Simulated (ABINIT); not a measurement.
# MgB2 (P6/mmm) in ABINIT: convergence with cutoff

Aim: find how far cutoff must go before the results for MgB2 settle, at PBEsol. This setting moves, with any that are tied to it; all else stays.

Program: ABINIT 10.8.3 (patched build). These are calculated values, not measurements. Logs are shortened: lines on timing, memory, paths and dates and some standing lists are left out, and cuts for length are marked. The log counts tension as positive stress, the text compression.

## 1. Starting point

It takes space group P6/mmm (No. 191, hexagonal). The conventional cell has a = 3.085 Å, b = 3.085 Å, c = 3.523 Å, α = 90.00°, β = 90.00°, γ = 120.00°. Mg (site symmetry 6/mmm) is surrounded by 12 B at 2.51 Å. B (site symmetry -6m2) is surrounded by 3 B at 1.78 Å.

## 2. With cutoff 7.5 Ha

run.abi

```
# Pseudopotentials
pp_dirpath "./"
pseudos "Mg.GGA_PBE-JTH.xml, B.GGA_PBE-JTH.xml"

# Structure
acell 3*1.0
rprim
     5.8298050945     0.0000000000     0.0000000000
    -2.9149025472     5.0487593110     0.0000000000
     0.0000000000     0.0000000000     6.6575051371
ntypat 2
znucl 12 5
natom 3
typat 1 2 2
xred
     0.0000000000     0.0000000000     0.0000000000
     0.6666666667     0.3333333333     0.5000000000
     0.3333333333     0.6666666667     0.5000000000

# Plane-wave basis
ecut 7.5
pawecutdg 52.4
pawxcdev 0

# k points
kptopt 1
ngkpt 10 10 8
nshiftk 1
shiftk 0.0 0.0 0.0

# Exchange and correlation
ixc -116133

# Bands and occupations
nband 12
occopt 7
tsmear 0.1 eV

# SCF cycle
nstep 100
tolvrs 1.0e-9

# Output
iomode 3
prtwf 0
prtden 0
prteig 0
prtebands 0
enunit 2
```

Potentials or basis: JTH PAW PBE v2.0.

The run is started by

```sh
abinit run.abi > log 2>&1
```

Run time: 12 s. Hardware: 1 thread of Arm Neoverse V1, shared host; peak memory 0.09 GiB.

The run converged. Its results:

```
Free energy            : -1879.9699 eV
Band gap on the k mesh : none (metal or under the smearing width)
```

## 3. With cutoff 9.5 Ha

Edit run.abi of step 2 so:

```diff
@@ -20,3 +20,3 @@
 # Plane-wave basis
-ecut 7.5
+ecut 9.5
 pawecutdg 52.4
```

Potentials or basis: JTH PAW PBE v2.0.

The run is started by

```sh
abinit run.abi > log 2>&1
```

Wall time 14 s (1 thread of Arm Neoverse V1, shared host); peak memory 0.09 GiB.

It converged, with:

```yaml
Free_energy: -1881.7227 eV
Band_gap_on_the_k_mesh: none (metal or under the smearing width)
```

## 4. With cutoff 11.5 Ha

Edit run.abi of step 3 so:

```diff
@@ -20,3 +20,3 @@
 # Plane-wave basis
-ecut 9.5
+ecut 11.5
 pawecutdg 52.4
```

The run is started by

```sh
abinit run.abi > log 2>&1
```

Run time: 17 s. Hardware: 1 thread of Arm Neoverse V1, shared host; peak memory 0.09 GiB.

The run converged. Its results:

```
Free energy            : -1881.8930 eV
Band gap on the k mesh : none (metal or under the smearing width)
```

## 5. With cutoff 13.5 Ha

Edit run.abi of step 4 so:

```diff
@@ -20,3 +20,3 @@
 # Plane-wave basis
-ecut 11.5
+ecut 13.5
 pawecutdg 52.4
```

The run is started by

```sh
abinit run.abi > log 2>&1
```

Run time: 18 s. Hardware: 1 thread of Arm Neoverse V1, shared host; peak memory 0.09 GiB.

It converged, with:

| Property | Result |
| --- | --- |
| Free energy | -1881.9098 eV |
| Band gap on the k mesh | none (metal or under the smearing width) |

## 6. With cutoff 16 Ha

Edit run.abi of step 5 so:

```diff
@@ -20,3 +20,3 @@
 # Plane-wave basis
-ecut 13.5
+ecut 16.0
 pawecutdg 52.4
```

Potentials or basis: JTH PAW PBE v2.0.

The run is started by

```sh
abinit run.abi > log 2>&1
```

Run time: 23 s. Hardware: 1 thread of Arm Neoverse V1, shared host; peak memory 0.1 GiB.

Results (log left out):

```
Free energy            : -1881.9449 eV
Band gap on the k mesh : none (metal or under the smearing width)
```

## 7. With cutoff 19 Ha

Edit run.abi of step 6 so:

```diff
@@ -20,3 +20,3 @@
 # Plane-wave basis
-ecut 16.0
+ecut 19.0
 pawecutdg 52.4
```

The run is started by

```sh
abinit run.abi > log 2>&1
```

Wall time 26 s (1 thread of Arm Neoverse V1, shared host); peak memory 0.1 GiB.

The run converged. Its results:

```
Free energy            : -1881.9787 eV
Pressure               : -3.2 GPa
Band gap on the k mesh : none (metal or under the smearing width)
```

## 8. With cutoff 22 Ha

Edit run.abi of step 7 so:

```diff
@@ -20,3 +20,3 @@
 # Plane-wave basis
-ecut 19.0
+ecut 22.0
 pawecutdg 52.4
```

The run is started by

```sh
abinit run.abi > log 2>&1
```

Run time: 31 s. Hardware: 1 thread of Arm Neoverse V1, shared host; peak memory 0.11 GiB.

Results (log left out):

```
Free energy            : -1881.9890 eV
Pressure               : -2.9 GPa
Band gap on the k mesh : none (metal or under the smearing width)
```

## 9. With cutoff 25.5 Ha

Edit run.abi of step 8 so:

```diff
@@ -20,3 +20,3 @@
 # Plane-wave basis
-ecut 22.0
+ecut 25.5
 pawecutdg 52.4
```

Potentials or basis: JTH PAW PBE v2.0.

The run is started by

```sh
abinit run.abi > log 2>&1
```

Wall time 37 s (1 thread of Arm Neoverse V1, shared host); peak memory 0.12 GiB.

Results (log left out):

- Free energy: -1881.9917 eV
- Pressure: -2.9 GPa
- Band gap on the k mesh: none (metal or under the smearing width)

## 10. With cutoff 30.5 Ha

Edit run.abi of step 9 so:

```diff
@@ -20,3 +20,3 @@
 # Plane-wave basis
-ecut 25.5
+ecut 30.5
 pawecutdg 52.4
```

Potentials or basis: JTH PAW PBE v2.0.

The run is started by

```sh
abinit run.abi > log 2>&1
```

run.abo:

```text
.Version 10.8.3 of ABINIT
 Symmetries : space group P6/m m m (#191); Bravais hP (primitive hexag.)
================================================================================
 Values of the parameters that define the memory need of the present run
     intxc =       0    ionmov =       0      iscf =      17    lmnmax =       8
     lnmax =       4     mgfft =      36  mpssoang =       2    mqgrid =    3001
     natom =       3  nloc_mem =       2    nspden =       1   nspinor =       1
    nsppol =       1      nsym =      24    n1xccc =       1    ntypat =       2
    occopt =       7   xclevel =       2
       mpw =        1612          nfft =       32400          nkpt =          70
 PAW method is used; the additional fine FFT grid is defined by:
   mgfftf=        45    nfftf =     72000
================================================================================
================================================================================

--------------------------------------------------------------------------------
------------- Echo of variables that govern the present computation ------------
--------------------------------------------------------------------------------
 -outvars: echo values of preprocessed input variables --------
            acell      1.0000000000E+00  1.0000000000E+00  1.0000000000E+00 Bohr
              amu      2.43050000E+01  1.08110000E+01
             ecut      3.05000000E+01 Hartree
           enunit           2
                       outvar_i_n : Printing only first  50 k-points.
              ixc     -116133
                       outvar_i_n : Printing only first  50 k-points.
         kptrlatt       10    0    0      0   10    0      0    0    8
          kptrlen      5.32600411E+01
            natom           3
            nband          12
            ngfft          30      30      36
          ngfftdg          40      40      45
             nkpt          70
            nstep         100
             nsym          24
           ntypat           2
                       prtocc : prtvol=0, do not print more k-points.
           occopt           7
        pawecutdg      5.24000000E+01 Hartree
         pawxcdev           0
           prtden           0
        prtebands           0
           prteig           0
            prtwf           0
            rprim      5.8298050945E+00  0.0000000000E+00  0.0000000000E+00
                      -2.9149025472E+00  5.0487593110E+00  0.0000000000E+00
                       0.0000000000E+00  0.0000000000E+00  6.6575051371E+00
          spgroup         191
           tolvrs      1.00000000E-09
           tsmear      3.67493222E-03 Hartree
            typat      1  2  2
           useylm           1
                       outvars : Printing only first  50 k-points.
           xangst      0.0000000000E+00  0.0000000000E+00  0.0000000000E+00
                       1.5424999990E+00  8.9056278963E-01  1.7614999988E+00
                       1.7639405145E-11  1.7811255793E+00  1.7614999988E+00
            xcart      0.0000000000E+00  0.0000000000E+00  0.0000000000E+00
                       2.9149025473E+00  1.6829197703E+00  3.3287525686E+00
                       3.3333644748E-11  3.3658395407E+00  3.3287525686E+00
[... 143 lines left out ...]
    3      0.00000000000000    -0.00000000000000    -0.00000000000000
 frms,max,avg= 1.4659787E-28 3.4666327E-28   0.000E+00  0.000E+00  0.000E+00 h/b

 cartesian forces (eV/Angstrom) at end:
    1     -0.00000000000000     0.00000000000000    -0.00000000000000
    2     -0.00000000000000     0.00000000000000    -0.00000000000000
    3      0.00000000000000    -0.00000000000000    -0.00000000000000
 frms,max,avg= 7.5383657E-27 1.7826142E-26   0.000E+00  0.000E+00  0.000E+00 e/A
 length scales=  1.000000000000  1.000000000000  1.000000000000 bohr
              =  0.529177210544  0.529177210544  0.529177210544 angstroms
 Fermi (or HOMO) energy (hartree) =   0.25691   Average Vxc (hartree)=  -0.39795
 Eigenvalues (hartree) for nkpt=  70  k points:
 kpt#   1, nband= 12, wtk=  0.00125, kpt=  0.0000  0.0000  0.0000 (reduced coord)
  -2.49085   -1.27595   -1.27595   -1.27543   -0.20037    0.14732    0.26935    0.26935
   0.31451    0.48617    0.48617    0.55298
      occupation numbers for kpt#   1
   2.00000    2.00000    2.00000    2.00000    2.00000    2.00000    0.00000    0.00000
   0.00000    0.00000    0.00000    0.00000
 prteigrs : prtvol=0 or 1, do not print more k-points.

 Fermi (or HOMO) energy (eV) =   6.99090   Average Vxc (eV)= -10.82886
 Eigenvalues (   eV  ) for nkpt=  70  k points:
 kpt#   1, nband= 12, wtk=  0.00125, kpt=  0.0000  0.0000  0.0000 (reduced coord)
 -67.77935  -34.72036  -34.72036  -34.70618   -5.45234    4.00882    7.32949    7.32949
   8.55838   13.22923   13.22923   15.04742
 prteigrs : prtvol=0 or 1, do not print more k-points.

--- !EnergyTerms
iteration_state     : {dtset: 1, }
comment             : Components of total free energy in Hartree
kinetic             :  6.99033528704524E+00
hartree             :  1.38956162024740E+01
xc                  : -3.48904909637874E+00
Ewald energy        : -3.69279620084455E+01
psp_core            :  1.63225510897341E+00
local_psp           : -4.26937810925983E+01
PAW spherical_terms : -8.56932541385591E+00
internal            : -6.91619110127858E+01
'-kT*entropy'       : -1.40801102616051E-04
total_energy        : -6.91620518138884E+01
total_energy_eV     : -1.88199530547227E+03
...

--- !EnergyTermsDC
iteration_state     : {dtset: 1, }
comment             : '"Double-counting" decomposition of free energy'
band_energy         : -1.20393805380970E+01
Ewald energy        : -3.69279620084455E+01
psp_core            :  1.63225510897341E+00
xc_dc               : -1.29525620722125E+01
PAW spherical_terms : -8.87425651658676E+00
internal            : -6.91619060263683E+01
'-kT*entropy'       : -1.40801102616051E-04
total_energy_dc     : -6.91620468274710E+01
total_energy_dc_eV  : -1.88199516978494E+03
...

--- !EnergyTermsWithPAWCore
iteration_state     : {dtset: 1, }
comment             : 'Components of total free energy, including PAW core contributions'
Total energy        : -2.49377605748698E+02
Total energy DC     : -2.49377600762280E+02
Total energy (eV)   : -6.78591035112579E+03
Total energy DC (eV): -6.78591021543846E+03
...

 Cartesian components of stress tensor (hartree/bohr^3)
  sigma(1 1)=  9.54201908E-05  sigma(3 2)=  0.00000000E+00
  sigma(2 2)=  9.54201907E-05  sigma(3 1)=  0.00000000E+00
  sigma(3 3)=  1.01841985E-04  sigma(2 1)= -8.34418849E-14

-Cartesian components of stress tensor (GPa)         [Pressure= -2.8703E+00 GPa]
- sigma(1 1)=  2.80735894E+00  sigma(3 2)=  0.00000000E+00
- sigma(2 2)=  2.80735893E+00  sigma(3 1)=  0.00000000E+00
- sigma(3 3)=  2.99629465E+00  sigma(2 1)= -2.45494501E-09

== END DATASET(S) ==============================================================
================================================================================

 -outvars: echo values of variables after computation  --------
            acell      1.0000000000E+00  1.0000000000E+00  1.0000000000E+00 Bohr
           etotal     -6.9162046827E+01
            fcart     -0.0000000000E+00  1.0666562049E-28 -0.0000000000E+00
                      -4.6187568529E-29  2.3999764611E-28 -0.0000000000E+00
                       4.6187568529E-29 -3.4666326660E-28 -0.0000000000E+00
            rprim      5.8298050945E+00  0.0000000000E+00  0.0000000000E+00
                      -2.9149025472E+00  5.0487593110E+00  0.0000000000E+00
                       0.0000000000E+00  0.0000000000E+00  6.6575051371E+00
           strten      9.5420190836E-05  9.5420190666E-05  1.0184198511E-04
                       0.0000000000E+00  0.0000000000E+00 -8.3441884946E-14
           xangst      0.0000000000E+00  0.0000000000E+00  0.0000000000E+00
                       1.5424999990E+00  8.9056278963E-01  1.7614999988E+00
                       1.7639405145E-11  1.7811255793E+00  1.7614999988E+00
             xred      0.0000000000E+00  0.0000000000E+00  0.0000000000E+00
                       6.6666666667E-01  3.3333333333E-01  5.0000000000E-01
                       3.3333333333E-01  6.6666666667E-01  5.0000000000E-01
 Calculation completed.
```

Wall time 41 s (1 thread of Arm Neoverse V1, shared host); peak memory 0.12 GiB.

What came out:

```yaml
Free_energy: -1881.9952 eV
Pressure: -2.9 GPa
Band_gap_on_the_k_mesh: none (metal or under the smearing width)
```

## 11. The series at a glance

```tsv
cutoff	energy less the tightest run, at zero smearing (meV/atom)	SCF cycles	CPU time (s)	peak memory (GiB)
7.5 Ha	675.07	10	12	0.09
9.5 Ha	90.81	10	14	0.09
11.5 Ha	34.07	11	17	0.09
13.5 Ha	28.45	11	18	0.09
16 Ha	16.76	11	23	0.1
19 Ha	5.50	11	26	0.1
22 Ha	2.05	11	31	0.11
25.5 Ha	1.16	11	37	0.12
30.5 Ha	0.00	10	41	0.12
```

Not settled before the last step: the energy (to 1 meV/atom). The tightest run that finished is the yardstick and may itself not be fully converged.

Caveats: the PAW data sets were made with another functional, which shifts forces and pressure a little; the atomic spheres overlap.
